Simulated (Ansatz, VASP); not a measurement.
**NaCl: VASP beside Ansatz**

File INCAR:

```
ALGO = Normal ; EDIFF = 1E-6
ENCUT = 520 ; GGA = CA
ISIF = 2 ; ISMEAR = 0
LASPH = True ; LCHARG = True
LELF = True ; LREAL = False
LVHAR = True ; LWAVE = False
NBANDS = 14 ; NELM = 100
PREC = Accurate ; SIGMA = 0.05
```

KPOINTS

```
k-points
0
Gamma
  6 6 6
```

File POSCAR:

```
NaCl
1.0
    3.7823652000      0.0000000000      0.0000000000
    0.0000000000      3.7823652000      0.0000000000
    0.0000000000      0.0000000000      3.3621024000
Na Cl
1 1
Direct
    0.0000000000      0.0000000000      0.0000000000
    0.5000000000      0.5000000000      0.5000000000
```

Input for Ansatz:

```yaml
crystal:
  lattice:
    - [3.7823652, 0.0, 0.0]
    - [0.0, 3.7823652, 0.0]
    - [0.0, 0.0, 3.3621024]
  atoms:
    - { symbol: Na, position: [0.0, 0.0, 0.0] }
    - { symbol: Cl, position: [0.5, 0.5, 0.5] }
basis:
  ecutwfc: 420
kpoints:
  mp_grid: { grid: [6, 6, 6] }
hamiltonian:
  xc: lda
scf:
  occupations: { method: gaussian, width: 0.05 }
output:
  forces: true
  stress: true
  eigenvalues: true
```

Change from the starting cell: strain +0.080 along x and y, -0.040 along z, atoms carried along.

Alike in both runs: task single point; functional LDA; k mesh 6 × 6 × 6; occupations gaussian, width 0.05 eV; no spin polarisation.

```csv
,VASP,Ansatz
version,VASP 6.6.1,Ansatz 0.2.0
potentials or method,"VASP PAW LDA potentials, release 64 (Na_pv, Cl)","scalar-relativistic, plane waves, PAW"
plane-wave cutoff (eV),520,420
valence electrons in the cell,14,16
```

|  | VASP | Ansatz | Ansatz less VASP |
| --- | --- | --- | --- |
| gap on the k mesh at the Fermi level (eV) | 2.65 | 2.65 | -0.006 |
| least direct gap on the mesh (eV) | 2.92 | 2.92 | -0.006 |
| pressure (GPa) | -4.4 | -4.4 | +0.03 |
| largest component of the traceless stress (GPa) | 4.84 | 4.84 | +0.005 |

The two sets of potentials don't hold the same shells in valence.

A k mesh can miss the band edges.
